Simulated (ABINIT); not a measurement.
The system is GaAs.

```
CELL_PARAMETERS angstrom
0.00000 2.82685 2.82685
2.82685 0.00000 2.82685
2.82685 2.82685 0.00000
ATOMIC_POSITIONS crystal
As 0.75000 0.75000 0.75000
Ga 0.00000 0.00000 0.00000
```

Base run:

- Program: ABINIT 10.8.3 (patched build)
- Functional: PBEsol
- Potentials or basis: JTH PAW PBE v2.0
- Cutoff: 463 eV
- k mesh: 6 × 6 × 6
- Occupations: fermi-dirac, width 0.05 eV
- Spin: no spin polarisation

Its results: band gap on the k mesh 0.44 eV, direct; pressure 0.2 GPa.

**Question.** After a change of settings the same cell gave: band gap on the k mesh 0.44 eV, direct; pressure -0.8 GPa. Which change was it?
A. potentials or basis from JTH PAW PBE v2.0 to PseudoDojo NC SR PBEsol v0.4.1 standard; cutoff from 463 eV to 1034 eV
B. functional from PBEsol to PBE; k mesh from 6 × 6 × 6 to 5 × 5 × 5
C. functional from PBEsol to PBE; k mesh from 6 × 6 × 6 to 3 × 3 × 3
D. functional from PBEsol to PW91; k mesh from 6 × 6 × 6 to 8 × 8 × 8

**Answer.** A.

Caveats: the PAW data sets were made with another functional, which shifts forces and pressure a little (some runs).

Not every run made on this cell is shown here.
